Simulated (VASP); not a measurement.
Pd:

```
CELL_PARAMETERS angstrom
-1.54319 1.54319 1.54319
1.54319 -1.54319 1.54319
1.54319 1.54319 -1.54319
ATOMIC_POSITIONS crystal
Pd 0.00000 0.00000 0.00000
```

This isn't the form of Pd at room conditions, which is fcc.

- Program: VASP 6.6.1
- Task: relaxation of cell and atoms
- Functional: PBE
- Potentials or basis: VASP PAW PBE potentials, release 64 (Pd)
- Cutoff: 600 eV
- k mesh: 18 × 18 × 18
- Occupations: gaussian, width 0.1 eV
- Spin: no spin polarisation

At the start: pressure 8.8 GPa; volume 14.70 Å³/atom.

Problem. How do energy, volume and symmetry change on relaxing?

Solution. Over 4 steps the energy falls by 18.3 meV/atom and the volume is 15.40 Å³/atom (+4.8 %); space group Im-3m (No. 229, to 0.05 Å).

The path:
| step | energy change (eV) | largest force (eV/Å) | pressure (GPa) | volume (Å³) |
| --- | --- | --- | --- | --- |
| 1 | 0.0000 | 0.0000 | 8.80 | 14.70 |
| 2 | 0.0154 | 0.0000 | -9.24 | 16.49 |
| 3 | -0.0183 | 0.0000 | -0.09 | 15.41 |
| 4 | -0.0183 | 0.0000 | 0.03 | 15.40 |

Final structure:
```yaml
crystal:
  lattice:
    - [-1.56731, 1.56731, 1.56731]
    - [1.56731, -1.56731, 1.56731]
    - [1.56731, 1.56731, -1.56731]
  atoms:
    - { symbol: Pd, position: [0.00000, 0.00000, 0.00000] }
```
